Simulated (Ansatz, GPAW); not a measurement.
# Locating the muon in KMgF3

Positive muons stop in KMgF3. The zero-field polarisation below is simulated for a site relaxed by PBE, from the dipoles of the nearest spin-1/2 nuclei alone.

Zero field, powder, muon with the nuclei of the cluster table alone, static positions. Table of muon polarisation, P(t) by time:

time (μs), muon polarisation, P(t) and a bar:
```
      0.0       1.00 ##############################
      0.5       0.57 #################
      1.0       0.13 ####
      1.5       0.44 #############
      2.0       0.66 ####################
      2.5       0.33 ##########
      3.0       0.22 ######
      3.5       0.40 ############
      4.0       0.26 ########
      4.5       0.13 ###
      5.0       0.47 ##############
      5.5       0.58 #################
      6.0       0.13 ####
      6.5       0.12 ###
      7.0       0.73 ######################
      7.5       0.78 #######################
      8.0       0.23 #######
      8.5       0.22 ######
      9.0       0.66 ####################
      9.5       0.59 ##################
     10.0       0.31 #########
     10.5       0.43 #############
     11.0       0.46 ##############
     11.5       0.21 ######
     12.0       0.37 ###########
     12.5       0.76 #######################
     13.0       0.48 ##############
     13.5       0.01 
     14.0       0.33 ##########
     14.5       0.76 #######################
     15.0       0.41 ############
```

**Question.** Which nuclei are coupled to the muon, and how far away are they?

The cluster is ¹⁹F at 1.15 Å and ¹⁹F at 1.15 Å. The muon's nearest atoms: F 1.15 Å, F 1.15 Å, Mg 2.01 Å, K 2.41 Å. Other geometries may fit nearly as well.

[Logs are printed without paths, hosts, clocks, repeated set-up lines and the standing remarks that a program may print on its own settings, such as how far it seeks lower states.]

[Hosts, paths, dates, database ids (printed as entryN), source tags and the programs' standing remarks are cut or masked in the printed files.]
